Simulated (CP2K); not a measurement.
ZrB2:

```xyz
3
Lattice="3.1700 0.0000 0.0000 -1.5850 2.7453 0.0000 0.0000 0.0000 3.5330" Properties=species:S:1:pos:R:3 pbc="T T T"
Zr    0.0000    0.0000    0.0000
B     1.5850    0.9151    1.7665
B     0.0000    1.8302    1.7665
```

Base run:

```yaml
Program: CP2K 2026.2
Functional: PBEsol
Potentials_or_basis: POTENTIAL_UZH Zr GTH-PBE-q12, B GTH-PBE-q3; TZVP-MOLOPT-PBE-GTH basis
Density_cutoff: 9524 eV
k_mesh: 10 × 10 × 8
Occupations: fermi-dirac, width 0.05 eV
Spin: no spin polarisation
```

Its results: band gap on the k mesh none (metal or under the smearing width); pressure -1.5 GPa.

**Question.** The run is repeated on the same cell with these changes: functional from PBEsol to HLE16. What comes out?

**Answer.** Band gap on the k mesh none (metal or under the smearing width); pressure -47.0 GPa.

Caveats: the potentials were made for another functional, which shifts forces and pressure; the basis of atomic orbitals isn't converged, which shifts pressures, moduli and gaps; the potentials were made for a functional far from this one (some runs); the cell as given lies far from equilibrium (some runs).
